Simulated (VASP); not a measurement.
# MoSe2 in VASP: further runs

One slab, MoSe2, is run at these levels: PBE; tasks: single point.

All numbers are computed with VASP 6.6.1; they aren't measurements. Logs are shortened: lines on timing, memory, paths and dates and some standing lists are left out, and cuts for length are marked.

**1. Starting point**

The cell holds a slab with vacuum, 12 atoms: a = 3.288 Å, b = 3.288 Å, c = 34.575 Å, α = 90.00°, β = 90.00°, γ = 120.00°.

**2. Single point, PBE**

The input, INCAR:

```
  PREC = Accurate
  ENCUT = 300
  EDIFF = 1E-7
  ISMEAR = 0
  SIGMA = 0.05
  LREAL = False
  LASPH = True
  NELM = 120
  ALGO = Normal
  ISIF = 2
  LWAVE = False
  LCHARG = False
  LDIPOL = True
  IDIPOL = 3
  DIPOL = 0.5 0.5 0.500
  GGA = PE
  NBANDS = 72
  LVHAR = True
  LVACPOTAV = True
```

The input, KPOINTS:

```
Automatic mesh
0
Gamma
  3 3 1
```

The input, POSCAR:

```
MoSe2
1.0
    3.2879993385      0.0000000000      0.0000000000
   -1.6439996692      2.8474909548      0.0000000000
    0.0000000000      0.0000000000     34.5750000000
Se Mo
8 4
Direct
    0.3333333333      0.6666666666      0.1735357918
    0.3333333333      0.6666666666      0.2668112798
    0.6666666667      0.3333333334      0.3600867679
    0.6666666667      0.3333333334      0.4533622560
    0.3333333333      0.6666666666      0.5466377440
    0.3333333333      0.6666666666      0.6399132321
    0.6666666667      0.3333333334      0.7331887202
    0.6666666667      0.3333333334      0.8264642082
    0.6666666667      0.3333333334      0.2201735358
    0.3333333333      0.6666666666      0.4067245119
    0.6666666667      0.3333333334      0.5932754881
    0.3333333333      0.6666666666      0.7798264642
```

Potentials or basis: VASP PAW PBE potentials, release 64 (Se, Mo_sv).

Launch:

```sh
> cat potpaw_PBE.64/Se/POTCAR potpaw_PBE.64/Mo_sv/POTCAR > POTCAR
> mpirun -np 1 vasp_std > vasp.out
```

OUTCAR:

```text
PREC = Accurate
   ENCUT = 300
   EDIFF = 1E-7
   ISMEAR = 0
   LREAL = False
   LASPH = True
   NELM = 120
   ISIF = 2
   GGA = PE

 Found      3 irreducible k-points:

 Following reciprocal coordinates:
            Coordinates               Weight
  0.000000  0.000000  0.000000      1.000000
  0.333333  0.000000  0.000000      6.000000
  0.333333  0.333333  0.000000      2.000000
   k-points           NKPTS =      3   k-points in BZ     NKDIM =      3   number of bands    NBANDS=     72
   number of dos      NEDOS =    301   number of ions     NIONS =     12
   total plane-waves  NPLWV =  78400
   dimension x,y,z NGX =    20 NGY =   20 NGZ =  196
   dimension x,y,z NGXF=    40 NGYF=   40 NGZF=  392
   ions per type =               8   4
   NGX,Y,Z   is equivalent  to a cutoff of  10.11, 10.11,  9.42 a.u.
   NGXF,Y,Z  is equivalent  to a cutoff of  20.22, 20.22, 18.85 a.u.
 SYSTEM =  unknown system
   PREC   = accura    normal or accurate (medium, high low for compatibility)
   ISTART =      0    job   : 0-new  1-cont  2-samecut
   ICHARG =      2    charge: 1-file 2-atom 10-const
   ISPIN  =      1    spin polarized calculation?
   LNONCOLLINEAR =      F non collinear calculations
   LSORBIT =      F    spin-orbit coupling
   LASPH  =      T    aspherical Exc in radial PAW
   ENCUT  =  300.0 eV  22.05 Ry    4.70 a.u.   4.64  4.64 48.83*2*pi/ulx,y,z
   NELM   =    120;   NELMIN=  2; NELMDL= -5     # of ELM steps
   EDIFF  = 0.1E-06   stopping-criterion for ELM
   LREAL  =      F    real-space projection
   EDIFFG = 0.1E-05   stopping-criterion for IOM
   NSW    =      0    number of steps for IOM
   IBRION =     -1    ionic relax: 0-MD 1-quasi-New 2-CG
   NFREE  =      0    steps in history (QN), initial steepest desc. (CG)
   ISIF   =      2    stress and relaxation
   ISYM   =      2    0-nonsym 1-usesym 2-fastsym
   POTIM  = 0.5000    time-step for ionic-motion
   TEBEG  =    0.0;   TEEND  =   0.0 temperature during run
   PSTRESS=    0.0 pullay stress
   NELECT =     104.0000    total number of electrons
   NUPDOWN=      -1.0000    fix difference up-down
   EMIN   =  10.00;   EMAX   =-10.00  energy-range for DOS
   EFERMI =   0.00;   METHOD = LEGACY
   ISMEAR =     0;   SIGMA  =   0.05  broadening in eV -4-tet -1-fermi 0-gaus
   EFERMI_NEDOS =   21; number of points for ismear=-14 and -15
   IALGO  =     38    algorithm
   IMIX   =      4    mixing-type and parameters
     AMIX     =   0.40;   BMIX     =  1.00
     AMIX_MAG =   1.60;   BMIX_MAG =  1.00
  volume/ion in A,a.u.               =      26.98       182.04
  Fermi-wavevector in a.u.,A,eV,Ry     =   1.121245  2.118846 17.105113  1.257190
  Thomas-Fermi vector in A             =   2.257897
   LORBIT       =      0    0 simple, 1 ext, 2 COOP (PROOUT), +10 PAW based schemes
   GGA     = PE    functional components
   LHFCALC =     F    Hartree Fock is set to
   AEXX    =    0.0000 exact exchange contribution
   IVDW    =     0    specifies the selected vdW correction
   LEPSILON=     F    determine dielectric tensor
   LRPA    =     F    only Hartree local field effects (RPA)
 non-spin polarized calculation
 Gauss-broadening in eV      SIGMA  =   0.05
  energy-cutoff  :      300.00
  volume of cell :      323.71
 maximum number of plane-waves:      3853
 NGX is ok and might be reduce to    18
   NGX =  9   NGY =  9   NGZ = 97

 number of electron     103.9999975 magnetization

 dipolmoment           0.000000      0.000000     -0.000000 electrons x Angstroem

 Free energy of the ion-electron system (eV)
  ---------------------------------------------------
  ext. energy  EPLUGINS =         0.00000000
  ---------------------------------------------------
  free energy    TOTEN  =       -79.72434277 eV

  energy without entropy =      -79.72434277  energy(sigma->0) =      -79.72434277

 E-fermi :   4.0431     XC(G=0):  -8.2387

 val. band max:        3.6622651017   @ k =   0.0000   0.0000   0.0000
 cond. band min:       4.6427426409   @ k =   0.3333   0.3333   0.0000
 fundamental gap:      0.9804775391
 Fermi energy:         4.0431021488

 k-point     1 :       0.0000    0.0000    0.0000
  band No.  band energies     occupation
      1     -57.4300      2.00000
      2     -57.4300      2.00000
      3     -57.4267      2.00000
      4     -57.4264      2.00000
      5     -31.7061      2.00000
      6     -31.7061      2.00000
      7     -31.6989      2.00000
      8     -31.6989      2.00000
      9     -31.4295      2.00000
     10     -31.4295      2.00000
     11     -31.4295      2.00000
     12     -31.4295      2.00000
     13     -31.4287      2.00000
     14     -31.4287      2.00000
     15     -31.4287      2.00000
     16     -31.4287      2.00000
     17     -11.3962      2.00000
     18     -11.3377      2.00000
     19     -11.2630      2.00000
     20     -11.2035      2.00000
     21     -10.2731      2.00000
     22     -10.1673      2.00000
     23     -10.0541      2.00000
     24      -9.9729      2.00000
     25      -2.8801      2.00000
     26      -2.6447      2.00000
     27      -2.3277      2.00000
     28      -2.0474      2.00000
     29       0.5497      2.00000
     30       0.8318      2.00000
     31       0.8318      2.00000
     32       0.8368      2.00000
     33       0.8368      2.00000
     34       0.8419      2.00000
     35       0.8419      2.00000
     36       0.8438      2.00000
     37       0.8438      2.00000
     38       1.0430      2.00000
     39       1.6713      2.00000
     40       1.8508      2.00000
     41       1.8508      2.00000
     42       1.8621      2.00000
     43       1.8621      2.00000
     44       1.8747      2.00000
     45       1.8747      2.00000
     46       1.8837      2.00000
     47       1.8837      2.00000
     48       2.3181      2.00000
     49       2.7778      2.00000
     50       3.2522      2.00000
     51       3.5211      2.00000
     52       3.6623      2.00000
     53       6.1069      0.00000
     54       6.1069      0.00000
     55       6.1197      0.00000
     56       6.1197      0.00000
     57       6.1376      0.00000
     58       6.1376      0.00000
     59       6.1493      0.00000
     60       6.1493      0.00000
     61       6.4218      0.00000
     62       6.4218      0.00000
     63       6.4734      0.00000
     64       6.4734      0.00000

 k-point     2 :       0.3333    0.0000    0.0000
  band No.  band energies     occupation
      1     -57.4107      2.00000
      2     -57.4107      2.00000
      3     -57.4073      2.00000
      4     -57.4072      2.00000
      5     -31.6599      2.00000
      6     -31.6599      2.00000
      7     -31.6527      2.00000
      8     -31.6526      2.00000
      9     -31.6414      2.00000
     10     -31.6414      2.00000
     11     -31.6406      2.00000
     12     -31.6406      2.00000
     13     -31.4779      2.00000
     14     -31.4779      2.00000
     15     -31.4771      2.00000
     16     -31.4770      2.00000
     17     -10.1040      2.00000
     18     -10.0604      2.00000
     19     -10.0025      2.00000
     20      -9.9555      2.00000
     21      -9.5816      2.00000
     22      -9.5155      2.00000
     23      -9.4514      2.00000
     24      -9.4087      2.00000
     25      -2.1754      2.00000
     26      -2.0772      2.00000
     27      -1.9561      2.00000
     28      -1.8671      2.00000
     29      -1.2334      2.00000
     30      -1.2079      2.00000
     31      -1.1568      2.00000
     32      -0.9577      2.00000
     33      -0.9050      2.00000
     34      -0.7334      2.00000
     35      -0.5932      2.00000
     36      -0.5029      2.00000
     37       0.4870      2.00000
     38       0.5069      2.00000
     39       0.5302      2.00000
     40       0.5472      2.00000
     41       1.3454      2.00000
     42       1.4681      2.00000
     43       1.6424      2.00000
     44       1.8118      2.00000
     45       1.9455      2.00000
     46       1.9790      2.00000
     47       2.0154      2.00000
     48       2.0405      2.00000
     49       2.1147      2.00000
     50       2.1919      2.00000
     51       2.2493      2.00000
     52       2.2807      2.00000
     53       5.0745      0.00000
     54       5.2192      0.00000
     55       5.2681      0.00000
     56       5.3081      0.00000
     57       5.3576      0.00000
     58       5.3964      0.00000
     59       5.4208      0.00000
     60       5.6319      0.00000
     61       6.1222      0.00000
     62       6.3657      0.00000
     63       6.6683      0.00000
     64       6.9342      0.00000

 k-point     3 :       0.3333    0.3333    0.0000
  band No.  band energies     occupation
      1     -57.4007      2.00000
      2     -57.4007      2.00000
      3     -57.3973      2.00000
      4     -57.3973      2.00000
      5     -31.6441      2.00000
      6     -31.6441      2.00000
      7     -31.6433      2.00000
      8     -31.6433      2.00000
      9     -31.6367      2.00000
     10     -31.6367      2.00000
     11     -31.6295      2.00000
     12     -31.6295      2.00000
     13     -31.6046      2.00000
     14     -31.6046      2.00000
     15     -31.6039      2.00000
     16     -31.6039      2.00000
     17      -9.2070      2.00000
     18      -9.2070      2.00000
     19      -9.1968      2.00000
     20      -9.1968      2.00000
     21      -9.0761      2.00000
     22      -9.0761      2.00000
     23      -9.0632      2.00000
     24      -9.0632      2.00000
     25      -2.1875      2.00000
     26      -2.1439      2.00000
     27      -2.0897      2.00000
     28      -2.0477      2.00000
     29      -1.5813      2.00000
     30      -1.5813      2.00000
     31      -1.5459      2.00000
     32      -1.5459      2.00000
     33      -1.0827      2.00000
     34      -1.0087      2.00000
     35      -0.9293      2.00000
     36      -0.8733      2.00000
     37      -0.4901      2.00000
     38      -0.4901      2.00000
     39      -0.3542      2.00000
     40      -0.3542      2.00000
     41       0.0934      2.00000
     42       0.0934      2.00000
     43       0.2616      2.00000
     44       0.2616      2.00000
     45       1.1131      2.00000
     46       1.1131      2.00000
     47       1.1862      2.00000
     48       1.1862      2.00000
     49       3.1433      2.00000
     50       3.1862      2.00000
     51       3.2408      2.00000
     52       3.2848      2.00000
     53       4.6427      0.00000
     54       4.6427      0.00000
     55       4.6450      0.00000
     56       4.6450      0.00000
     57       5.5582      0.00000
     58       5.8006      0.00000
     59       6.1127      0.00000
     60       6.3808      0.00000
     61       6.4873      0.00000
     62       6.4873      0.00000
     63       6.5258      0.00000
     64       6.5258      0.00000
 [bands above 64 left out]

------------------------ aborting loop because EDIFF is reached ----------------------------------------

  FORCE on cell =-STRESS in cart. coord.  units (eV):
  Direction    XX          YY          ZZ          XY          YZ          ZX
  --------------------------------------------------------------------------------------
  -------------------------------------------------------------------------------------
  Total        9.2009817      9.2009817     15.4972875      0.0000000     -0.0000000      0.0000000
  in kB       45.5395241     45.5395241     76.7025866      0.0000000     -0.0000000      0.0000000
  external PRESSURE =      55.9272116 kB  Pullay stress =       0.0000000 kB

 VOLUME and BASIS-vectors are now :
 -----------------------------------------------------------------------------
  energy-cutoff  :      300.00
  volume of cell :      323.71
      direct lattice vectors                 reciprocal lattice vectors
     3.287999339  0.000000000  0.000000000     0.304136314  0.175593183  0.000000000
    -1.643999669  2.847490955  0.000000000     0.000000000  0.351186366  0.000000000
     0.000000000  0.000000000 34.575000000     0.000000000  0.000000000  0.028922632

 POSITION                                       TOTAL-FORCE (eV/Angst)
 -----------------------------------------------------------------------------------
      0.00000      1.89833      6.00000        -0.000000      0.000000     -1.028546
      0.00000      1.89833      9.22500         0.000000     -0.000000      0.908924
      1.64400      0.94916     12.45000        -0.000000     -0.000000     -0.899798
      1.64400      0.94916     15.67500         0.000000      0.000000      0.899903
      0.00000      1.89833     18.90000        -0.000000      0.000000     -0.899903
      0.00000      1.89833     22.12500        -0.000000      0.000000      0.899798
      1.64400      0.94916     25.35000        -0.000000      0.000000     -0.908924
      1.64400      0.94916     28.57500         0.000000     -0.000000      1.028546
      1.64400      0.94916      7.61250        -0.000000      0.000000     -0.072353
      0.00000      1.89833     14.06250         0.000000      0.000000     -0.000699
      1.64400      0.94916     20.51250        -0.000000     -0.000000      0.000699
      0.00000      1.89833     26.96250         0.000000     -0.000000      0.072353
 -----------------------------------------------------------------------------------
    total drift:                               -0.000000      0.000000      0.000000

  FREE ENERGIE OF THE ION-ELECTRON SYSTEM (eV)
  ---------------------------------------------------
  free  energy   TOTEN  =       -79.7243427675 eV

  energy  without entropy=      -79.7243427675  energy(sigma->0) =      -79.72434277

 vacuum level on the upper side and lower side of the slab         8.541         8.541
```

Wall time 47 s (1 thread of Intel Xeon 6975P-C (Granite Rapids), shared host); peak memory 0.26 GiB.

These settings aren't checked as converged: the numbers below hold their error.

What came out:

| Item | Value |
| --- | --- |
| Free energy | -79.7243 eV |
| Largest force | 1.029 eV/Å |
| Band gap on the k mesh | 0.98 eV, indirect (least direct gap 1.36 eV) |
| Ionisation potential of the upper face | 4.88 eV |

Caveat: the k mesh is coarse (spacing up to 0.74 Å⁻¹), so the values aren't converged; the cutoff is under 1.25 times the usual one of these potentials, so pressure, stress and relaxed cells hold a basis-set (Pulay) error; the cell's inner coordinates are idealised or old, which leaves forces on the atoms.

**3. Single point, PBE**

INCAR: that of step 2 with these lines changed.

```diff
@@ -1,3 +1,3 @@
   PREC = Accurate
-  ENCUT = 300
+  ENCUT = 500
   EDIFF = 1E-7
```

KPOINTS is that of step 2.

POSCAR is that of step 2.

Potentials or basis: VASP PAW PBE potentials, release 64 (Se, Mo_sv).

Launch:

```sh
> cat potpaw_PBE.64/Se/POTCAR potpaw_PBE.64/Mo_sv/POTCAR > POTCAR
> mpirun -np 1 vasp_std > vasp.out
```

Run time: 76 s. Hardware: 1 thread of Intel Xeon 6975P-C (Granite Rapids), shared host; peak memory 0.36 GiB.

The run converged, but some of its settings lie outside the range that counts as converged, so its numbers aren't taken as properties of the slab.

Results:

```
Free energy                            : -79.7355 eV
Largest force                          : 1.025 eV/Å
Band gap on the k mesh                 : 0.98 eV, indirect (least direct gap 1.36 eV)
Ionisation potential of the upper face : 4.88 eV
```

Caveat: the k mesh is coarse (spacing up to 0.74 Å⁻¹), so the values aren't converged; the cell's inner coordinates are idealised or old, which leaves forces on the atoms.

**4. Single point, PBE**

This run uses another cell than the first one, of 23.85 Å³/atom, 0.884 times its volume.

INCAR: that of step 3 with these lines changed.

```diff
@@ -1,3 +1,3 @@
   PREC = Accurate
-  ENCUT = 500
+  ENCUT = 400
   EDIFF = 1E-7
```

The input, KPOINTS:

```
Automatic mesh
0
Gamma
  6 6 1
```

The input, POSCAR:

```
MoSe2
1.0
    3.2879993385      0.0000000000      0.0000000000
   -1.6439996692      2.8474909548      0.0000000000
    0.0000000000      0.0000000000     30.5750000000
Se Mo
8 4
Direct
    0.3333333333      0.6666666666      0.1308258381
    0.3333333333      0.6666666666      0.2363041701
    0.6666666667      0.3333333334      0.3417825020
    0.6666666667      0.3333333334      0.4472608340
    0.3333333333      0.6666666666      0.5527391660
    0.3333333333      0.6666666666      0.6582174980
    0.6666666667      0.3333333334      0.7636958299
    0.6666666667      0.3333333334      0.8691741619
    0.6666666667      0.3333333334      0.1835650041
    0.3333333333      0.6666666666      0.3945216680
    0.6666666667      0.3333333334      0.6054783320
    0.3333333333      0.6666666666      0.8164349959
```

Launch:

```sh
> cat potpaw_PBE.64/Se/POTCAR potpaw_PBE.64/Mo_sv/POTCAR > POTCAR
> mpirun -np 1 vasp_std > vasp.out
```

It took 91 s on 1 thread of Intel Xeon 6975P-C (Granite Rapids), shared host; peak memory 0.36 GiB.

The run converged, but some of its settings lie outside the range that counts as converged, so its numbers aren't taken as properties of the slab.

What came out:

```yaml
Free_energy: -79.4673 eV
Largest_force: 1.244 eV/Å
Band_gap_on_the_k_mesh: 0.92 eV, indirect (least direct gap 1.39 eV)
```

Caveat: the cell's inner coordinates are idealised or old, which leaves forces on the atoms.

**5. Single point, PBE**

This run uses another cell than the first one, of 22.29 Å³/atom, 0.826 times its volume.

INCAR: that of step 4 with these lines changed.

```diff
@@ -12,5 +12,2 @@
   LCHARG = False
-  LDIPOL = True
-  IDIPOL = 3
-  DIPOL = 0.5 0.5 0.500
   GGA = PE
@@ -19 +16,2 @@
   LVACPOTAV = True
+  IDIPOL = 3
```

The input, KPOINTS:

```
Automatic mesh
0
Gamma
  8 8 1
```

The input, POSCAR:

```
MoSe2
1.0
    3.2879993385      0.0000000000      0.0000000000
   -1.6439996692      2.8474909548      0.0000000000
    0.0000000000      0.0000000000     28.5750000000
Se Mo
8 4
Direct
    0.3333333333      0.6666666666      0.1049868766
    0.3333333333      0.6666666666      0.2178477690
    0.6666666667      0.3333333334      0.3307086614
    0.6666666667      0.3333333334      0.4435695538
    0.3333333333      0.6666666666      0.5564304462
    0.3333333333      0.6666666666      0.6692913386
    0.6666666667      0.3333333334      0.7821522310
    0.6666666667      0.3333333334      0.8950131234
    0.6666666667      0.3333333334      0.1614173228
    0.3333333333      0.6666666666      0.3871391076
    0.6666666667      0.3333333334      0.6128608924
    0.3333333333      0.6666666666      0.8385826772
```

Launch:

```sh
> cat potpaw_PBE.64/Se/POTCAR potpaw_PBE.64/Mo_sv/POTCAR > POTCAR
> mpirun -np 1 vasp_std > vasp.out
```

It took 1.8 min on 1 thread of Intel Xeon 6975P-C (Granite Rapids), shared host; peak memory 0.35 GiB.

The run converged, but some of its settings lie outside the range that counts as converged, so its numbers aren't taken as properties of the slab.

Results:

```
Free energy            : -79.4695 eV
Largest force          : 1.240 eV/Å
Band gap on the k mesh : 1.04 eV, indirect (least direct gap 1.66 eV)
```

Caveat: the cell's inner coordinates are idealised or old, which leaves forces on the atoms.
